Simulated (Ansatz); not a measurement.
## CsBr under changes of volume

One of the cells (40.468 Å³/atom); the others are scaled copies at fixed shape and fractional positions:

```
CELL_PARAMETERS angstrom
4.32562 0.00000 0.00000
0.00000 4.32562 0.00000
0.00000 0.00000 4.32562
ATOMIC_POSITIONS crystal
Cs 0.00000 0.00000 0.00000
Br 0.50000 0.50000 0.50000
```

The cell comes from a database or a generator and needn't be the stable form of this composition.

- Program: Ansatz 0.2.0
- Functional: PBE
- Potentials or basis: PseudoDojo standard (PBE files)
- Cutoff: 680 eV
- Density cutoff: 2721 eV
- k mesh: 6 × 6 × 6
- Occupations: fermi-dirac, width 0.05 eV
- Spin: no spin polarisation

```tsv
volume (Å³/atom)	energy over the lowest point (meV/atom)	pressure (GPa)	gap on the mesh (eV)
38.040	19.63	1.7	4.66
38.850	12.24	1.3	4.58
39.659	?	?	?
40.468	3.05	0.6	4.42
41.278	0.84	0.3	4.34
42.087	0.00	0.0	4.27
42.896	0.37	-0.2	4.20
```

Task: What does the run at 39.659 Å³/atom give?

Result: Energy over the lowest point 6.78 meV/atom; pressure 0.9 GPa; gap on the mesh 4.50 eV.

Worked out: A Birch-Murnaghan fit of order 3 (a polynomial in V^(-2/3)) to the other rows has its minimum at 42.23 Å³/atom with B0 = V·E''(V) = 12.3 GPa and B' = 5.0. It gives 6.79 meV/atom at 39.659 Å³/atom, against the run's 6.78, and -dE/dV = 0.9 GPa, against 0.9. A straight line through the other rows of the gap, of slope -3.85 eV per unit of ln V, gives 4.50 eV, against the run's 4.50.

Energies are extrapolated to zero smearing.

Caveats: spin-orbit coupling is left out, which moves the levels of the heavy elements.
